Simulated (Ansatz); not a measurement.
A relaxation computed with Ansatz, from input to last step.

```yaml
crystal:
  lattice:
    - [3.4040124103, 0.0, 0.0]
    - [0.0, 3.4040124103, 0.0]
    - [0.0, 0.0, 11.8901543105]
  atoms:
    - { symbol: Nb, position: [0.5, 0.5, 0.9988964711] }
    - { symbol: Nb, position: [0.5, 0.0, 0.2488964711] }
    - { symbol: Nb, position: [0.0, 0.0, 0.4988964711] }
    - { symbol: Nb, position: [0.0, 0.5, 0.7488964711] }
    - { symbol: As, position: [0.0, 0.0, 0.9171035289] }
    - { symbol: As, position: [0.0, 0.5, 0.1671035289] }
    - { symbol: As, position: [0.5, 0.5, 0.4171035289] }
    - { symbol: As, position: [0.5, 0.0, 0.6671035289] }
basis:
  ecutwfc: 420
kpoints:
  mp_grid: { grid: [10, 10, 4] }
hamiltonian:
  xc: pbe
scf:
  occupations: { method: gaussian, width: 0.1 }
output:
  forces: true
  stress: true
  eigenvalues: true
relax:
  adjacent_minimum: "off"
  f_tol: 0.008
  max_steps: 40
  cell: { stress_tol: 0.015, fix: [a, b, gamma] }
```

```bash
ansatz run input.yaml --threads 1 --pin off --max-ram 2560MiB --backend cpu --events-out ev --progress --plain --runs-dir out
```

Theory: Ansatz, DFT PBE, scalar-relativistic, plane waves, PAW.

Of 6 frames 5 are shown, positions in Å and forces in eV/Å; the SCF threshold varies from step to step. Steps run on the plane waves of an earlier cell, with a Pulay correction in the pressure. The basis is chosen afresh for the last frame, the zero of the energies, and at times for earlier ones too; energy and pressure step there, also at an unchanged geometry.

```xyz
8
Lattice="3.4040 0.0000 0.0000 0.0000 3.4040 0.0000 0.0000 0.0000 11.8902" Properties=species:S:1:pos:R:3:forces:R:3 pbc="T T T" step=1 free_energy_over_end_meV_per_atom=2.27 pressure_GPa=5.67
Nb    1.7020    1.7020   11.8770    0.0000    0.0000    0.2260
Nb    1.7020    0.0000    2.9594    0.0000    0.0000    0.2260
Nb    0.0000    0.0000    5.9320    0.0000    0.0000    0.2260
Nb    0.0000    1.7020    8.9045    0.0000    0.0000    0.2260
As    0.0000    0.0000   10.9045    0.0000    0.0000   -0.2260
As    0.0000    1.7020    1.9869    0.0000    0.0000   -0.2260
As    1.7020    1.7020    4.9594    0.0000    0.0000   -0.2260
As    1.7020    0.0000    7.9320    0.0000    0.0000   -0.2260
8
Lattice="3.4040 0.0000 0.0000 0.0000 3.4040 0.0000 0.0000 0.0000 12.1404" Properties=species:S:1:pos:R:3:forces:R:3 pbc="T T T" step=2 free_energy_over_end_meV_per_atom=1.98 pressure_GPa=2.30
Nb    1.7020    1.7020   12.1495    0.0000    0.0000   -0.1308
Nb    1.7020    0.0000    3.0442    0.0000    0.0000   -0.1308
Nb    0.0000    0.0000    6.0793    0.0000    0.0000   -0.1308
Nb    0.0000    1.7020    9.1144    0.0000    0.0000   -0.1308
As    0.0000    0.0000   11.1115    0.0000    0.0000    0.1308
As    0.0000    1.7020    2.0062    0.0000    0.0000    0.1308
As    1.7020    1.7020    5.0413    0.0000    0.0000    0.1308
As    1.7020    0.0000    8.0764    0.0000    0.0000    0.1308
8
Lattice="3.4040 0.0000 0.0000 0.0000 3.4040 0.0000 0.0000 0.0000 12.0103" Properties=species:S:1:pos:R:3:forces:R:3 pbc="T T T" step=3 free_energy_over_end_meV_per_atom=0.04 pressure_GPa=4.00
Nb    1.7020    1.7020   12.0097    0.0000    0.0000    0.0115
Nb    1.7020    0.0000    3.0020    0.0000    0.0000    0.0115
Nb    0.0000    0.0000    6.0046    0.0000    0.0000    0.0115
Nb    0.0000    1.7020    9.0072    0.0000    0.0000    0.0115
As    0.0000    0.0000   11.0019    0.0000    0.0000   -0.0115
As    0.0000    1.7020    1.9942    0.0000    0.0000   -0.0115
As    1.7020    1.7020    4.9968    0.0000    0.0000   -0.0115
As    1.7020    0.0000    7.9994    0.0000    0.0000   -0.0115
8
Lattice="3.4040 0.0000 0.0000 0.0000 3.4040 0.0000 0.0000 0.0000 12.0053" Properties=species:S:1:pos:R:3:forces:R:3 pbc="T T T" step=4 free_energy_over_end_meV_per_atom=0.03 pressure_GPa=4.07
Nb    1.7020    1.7020   12.0052    0.0000    0.0000    0.0007
Nb    1.7020    0.0000    3.0012    0.0000    0.0000    0.0007
Nb    0.0000    0.0000    6.0025    0.0000    0.0000    0.0007
Nb    0.0000    1.7020    9.0038    0.0000    0.0000    0.0007
As    0.0000    0.0000   10.9971    0.0000    0.0000   -0.0007
As    0.0000    1.7020    1.9931    0.0000    0.0000   -0.0007
As    1.7020    1.7020    4.9944    0.0000    0.0000   -0.0007
As    1.7020    0.0000    7.9957    0.0000    0.0000   -0.0007
8
Lattice="3.4040 0.0000 0.0000 0.0000 3.4040 0.0000 0.0000 0.0000 12.0045" Properties=species:S:1:pos:R:3:forces:R:3 pbc="T T T" step=6 free_energy_over_end_meV_per_atom=0.00 pressure_GPa=4.08
Nb    1.7020    1.7020   12.0043    0.0000    0.0000    0.0000
Nb    1.7020    0.0000    3.0009    0.0000    0.0000    0.0000
Nb    0.0000    0.0000    6.0021    0.0000    0.0000    0.0000
Nb    0.0000    1.7020    9.0032    0.0000    0.0000    0.0000
As    0.0000    0.0000   10.9963    0.0000    0.0000    0.0000
As    0.0000    1.7020    1.9929    0.0000    0.0000    0.0000
As    1.7020    1.7020    4.9940    0.0000    0.0000    0.0000
As    1.7020    0.0000    7.9952    0.0000    0.0000    0.0000
```

Time: 2.9 min on 1 thread of Intel(R) Xeon(R) 6975P-C (Granite Rapids) (shared host), peak memory 0.71 GiB.